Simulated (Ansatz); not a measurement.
# Starting-point dependence of the GW gap of NaSrI3 (cubic perovskite) (Pm-3m)

How much of the starting functional survives in the G0W0 gap of NaSrI3 (cubic perovskite) (Pm-3m)?

Main program and level: Ansatz 0.2.0; G0W0 on several functionals, plane waves, PAW.

Report form: the programs' logs are mostly left out.

The structure was built from a prototype and need not be the compound's stable phase.

In doubt: masses and optical values from hybrid runs of this build are listed as unsure (steps 3, 4), which bears on the screening that GW takes from such a start.

## 1. Starting point

Symmetry: Pm-3m, No. 221, cubic system. The conventional cell has a = 6.304 Å, b = 6.304 Å, c = 6.304 Å, α = 90.00°, β = 90.00°, γ = 90.00°. Na has 12 I at 4.46 Å nearest. Sr has 6 I at 3.15 Å nearest. Nearest to I lie 2 Sr at 3.15 Å. It derives from I3Na1Sr1. Farther neighbours and most contacts between anions are not listed.

The structure was relaxed with PBEsol. The structure type comes from a generator and need not be one that this composition takes. The runs that relaxed it are not among those shown. Spin-orbit coupling is left out unless a step names it. The default PAW set here is soft_2. Its files were made with PBE.

## 2. G0W0 on PBEsol

Now the one-shot GW correction: screening in the RPA, then the self-energy of the levels asked for.

This step: G0W0 on PBEsol, plane waves, PAW.

The input, input.yaml:

```yaml
crystal:
  lattice:
    - [6.3036929043, 0.0, 0.0]
    - [0.0, 6.3036929043, 0.0]
    - [0.0, 0.0, 6.3036929043]
  atoms:
    - { symbol: Na, position: [0.0, 0.0, 0.0] }
    - { symbol: Sr, position: [0.5, 0.5, 0.5] }
    - { symbol: I, position: [0.5, 0.5, 0.0] }
    - { symbol: I, position: [0.5, 0.0, 0.5] }
    - { symbol: I, position: [0.0, 0.5, 0.5] }
kpoints:
  mp_grid: { grid: [2, 2, 2] }
hamiltonian:
  xc: pbesol
scf:
  occupations: { method: fixed }
gw:
  n_empty_bands: 747
  ecut_chi: 120.0
  qp_bands: [v2, c2]
  qp_kpoints: band_edges
  screening: { model: contour_deformation }
```

Run with:

```bash
$ ansatz run input.yaml --threads 4 --pin off --max-ram 17510MiB --backend cpu --events-out ev --progress --plain --runs-dir out
```

It took 2 min on 4 threads of Arm Neoverse V1, shared host; peak memory 4.4 GiB; 8 min of CPU time.

This step gave:

| Item | Value |
| --- | --- |
| bands summed | 782 |
| RPA ε∞ on this mesh (eigenvalues) | 3.255, 3.255, 3.255 |
| plane waves in the screening matrix | 739 |
| q-points in the mesh | 8 |
| G0W0 gap on the mesh | 4.169 eV |
| k of the valence top | -0.5, -0.5, -0.5 |
| k of the conduction bottom | 0, 0, 0 |
| starting gap on the mesh | 2.423 eV |
| Z at the valence top | 0.7715 |
| Z at the conduction bottom | 0.8310 |
| least direct G0W0 gap on the computed points | 4.468 eV |

The gap on the mesh goes from 2.42 eV to 4.17 eV, a correction of +1.75 eV. Between the two edge states, bare exchange in place of the xc potential would open the gap by 6.15 eV, and correlation takes back 4.41 eV.

## 3. G0W0 on HSE06

The same correction from a different start measures what one shot leaves open.

This step: G0W0 on HSE06, plane waves, PAW.

Edit input.yaml of step 2 so:

```diff
@@ -14,3 +14,3 @@
 hamiltonian:
-  xc: pbesol
+  xc: hse06
 scf:
```

The job ended after 9.1 min (4 threads; peak memory 3.2 GiB; 34 min of CPU time).

This step gave:

* bands summed: 782
* RPA ε∞ on this mesh (eigenvalues): 2.681, 2.681, 2.681
* plane waves in the screening matrix: 739
* q-points in the mesh: 8
* G0W0 gap on the mesh: 4.731 eV
* k of the valence top: -0.5, -0.5, -0.5
* k of the conduction bottom: 0, 0, 0
* starting gap on the mesh: 3.333 eV
* Z at the valence top: 0.8071
* Z at the conduction bottom: 0.8601
* least direct G0W0 gap on the computed points: 5.044 eV

Against the run with 2×2×2 mesh, 747 empty bands, screening to 120 eV on PBEsol, the gap moves by +0.56 eV, while the start moved by +0.91 eV.

## 4. G0W0 on PBE0

This step: G0W0 on PBE0, plane waves, PAW.

Edit input.yaml of step 3 so:

```diff
@@ -14,3 +14,3 @@
 hamiltonian:
-  xc: hse06
+  xc: pbe0
 scf:
```

The job ended after 8.4 min (4 threads; peak memory 3.2 GiB; 32 min of CPU time).

This step gave:

| Item | Value |
| --- | --- |
| bands summed | 782 |
| RPA ε∞ on this mesh (eigenvalues) | 2.533, 2.533, 2.533 |
| plane waves in the screening matrix | 739 |
| G0W0 gap on the mesh | 4.977 eV |
| k of the valence top | -0.5, -0.5, -0.5 |
| k of the conduction bottom | 0, 0, 0 |
| starting gap on the mesh | 4.026 eV |
| least direct G0W0 gap on the computed points | 5.289 eV |

Against the run with 2×2×2 mesh, 747 empty bands, screening to 120 eV on HSE06, the gap moves by +0.25 eV, while the start moved by +0.69 eV.

## 5. The starts together

All on the 2×2×2 mesh with 747 empty bands and screening to 120 eV. Times are wall times on 4 threads of Arm Neoverse V1, shared host, good to a factor of about two.

```
 start  starting gap (eV)  shift (eV)  G0W0 gap (eV)  RPA ε∞ (harmonic mean)  Z (valence, conduction)     time
PBEsol               2.42       +1.75           4.17                    3.25               0.77, 0.83    2 min
 HSE06               3.33       +1.40           4.73                    2.68               0.81, 0.86  9.1 min
  PBE0               4.03       +0.95           4.98                    2.53               0.82, 0.87  8.4 min
```

How the two edges are built up, in eV (the quasiparticle level is the starting level plus Σx plus Σc less Vxc):

```
   run               edge  start      Σx     Σc     Vxc     Z    QP
PBEsol        valence top   2.09  -17.42   1.66  -14.46  0.77  0.79
PBEsol  conduction bottom   4.51   -2.58  -2.75   -5.77  0.83  4.96
 HSE06        valence top   1.51  -17.42   1.35  -15.06  0.81  0.49
 HSE06  conduction bottom   4.84   -2.40  -2.53   -5.31  0.86  5.22
  PBE0        valence top   1.14  -17.42   1.22  -15.41  0.82  0.35
  PBE0  conduction bottom   5.17   -2.40  -2.43   -4.99  0.87  5.33
```

For a hybrid start, Vxc holds its share of exact exchange.

## 6. Summary of results

```json
{
  "G0W0@PBEsol": "4.17 eV (start 2.42 eV)",
  "G0W0@HSE06": "4.73 eV (start 3.33 eV)",
  "G0W0@PBE0": "4.98 eV (start 4.03 eV)",
  "known limits": "not at the basis limit; no spin-orbit coupling; coarse k mesh"
}
```

The starting gaps span 1.60 eV and the G0W0 gaps 0.81 eV. Between PBEsol and PBE0, 0.81 eV of the 1.60 eV survives, 50 %. PBE0 screens less than PBEsol (ε∞ 2.53 against 3.25). Of the 0.81 eV by which its G0W0 gap is higher, the correlation part gives +0.76 eV, and exchange with the one-particle terms, which follow the orbitals, +0.05 eV. The smallest correction, +0.95 eV, is on PBE0, the start nearest to reproducing itself. Bands and cutoff are finite, so the gap is not at the basis limit. The miss can reach some tenths of an eV and take either sign; the mesh is an error of its own. The 2×2×2 mesh is coarse for this cell (its supercell is 13 Å along the shortest edge). The RPA ε∞ on it, from the PBEsol start, is 3.25; such meshes misread the long-range screening, most where the gap is narrow. The program warns that the mesh is coarse for exact exchange, which bears on the hybrid start's gap. This is the ideal cubic cell; many perovskites, halides above all, are cubic only on average, and local tilts or off-centring can widen the gap. The many-body steps are scalar-relativistic: spin-orbit coupling is not in them.

[Paths, hosts, dates, memory and timing lines, banners, echoed tables and standing remarks are left out of the program output.]

[Logs are printed without paths, hosts, clocks, repeated set-up lines and the standing remarks that a program may print on its own settings, such as how far it seeks lower states.]

[Runs of the session that timed out or met a known fault of the program may be left out.]

[Cells called generated may have been cut or substituted from an entry of the Crystallography Open Database or the Materials Project.]

[Hosts, paths, dates, database ids (printed as entryN), source tags and the programs' standing remarks are cut or masked in the printed files.]
